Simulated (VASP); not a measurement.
Runs of VASP 6.6.1 on TePb. The structure is cubic, space group Fm-3m (No. 225). The conventional cell has a = 6.462 Å, b = 6.462 Å, c = 6.462 Å, α = 90.00°, β = 90.00°, γ = 90.00°. Around Pb (site symmetry m-3m) lie 6 Te at 3.23 Å. Te (site symmetry m-3m) is surrounded by 6 Pb at 3.23 Å. 

```csv
task,level,potentials or basis,spin,cell,k mesh,cutoff (eV),grid for exact exchange (PRECFOCK),exchange at q = 0,mesh quality,pressure (GPa),relaxed volume (Å³/atom)
relaxation of cell and atoms,optB88-vdW,"VASP PAW PBE potentials, release 64 (Pb_d, Te)",off,relaxed,7 × 7 × 7,600,-,-,not flagged,0.0,35.18
relaxation of cell and atoms,revPBE+D3(BJ),"VASP PAW PBE potentials, release 64 (Pb_d, Te)",off,relaxed,7 × 7 × 7,600,-,-,not flagged,0.0,33.36
relaxation of cell and atoms,PBE+D3,"VASP PAW PBE potentials, release 64 (Pb_d, Te)",off,relaxed,7 × 7 × 7,600,-,-,not flagged,0.0,34.55
relaxation of cell and atoms,PBE+D3(BJ),"VASP PAW PBE potentials, release 64 (Pb_d, Te)",off,relaxed,7 × 7 × 7,600,-,-,not flagged,0.0,33.82
relaxation of cell and atoms,LAK,"VASP PAW PBE potentials, release 64 (Pb_d, Te)",off,relaxed,7 × 7 × 7,600,-,-,not flagged,0.0,37.78
relaxation of cell and atoms,PBE,"VASP PAW PBE potentials, release 64 (Pb_d_GW, Te_GW)",off,relaxed,7 × 7 × 7,680,-,-,not flagged,0.0,35.40
relaxation of cell and atoms,AM05,"VASP PAW PBE potentials, release 64 (Pb_d, Te)",off,relaxed,7 × 7 × 7,600,-,-,not flagged,0.0,(b)
relaxation of cell and atoms,PBE,"VASP PAW PBE potentials, release 54 (Pb, Te)",off,relaxed,7 × 7 × 7,580,-,-,not flagged,0.0,(a)
relaxation of cell and atoms,PBEsol0,"VASP PAW PBE potentials, release 64 (Pb_d, Te)",off,relaxed,4 × 4 × 4,600,Fast,truncated,coarse,0.1,33.16
```

Alike in all rows: smearing fermi-dirac 0.05 eV.

Problem. Fill in the values left out.

Solution. (a) 35.29; (b) 33.73.

Caveats: some runs use coarse meshes; the PAW data sets were made with another functional, which shifts forces and pressure a little (some runs); the volume moved by +12 % from the deposited cell, more than functionals usually miss (some runs).

Not every run made on this cell is shown here.
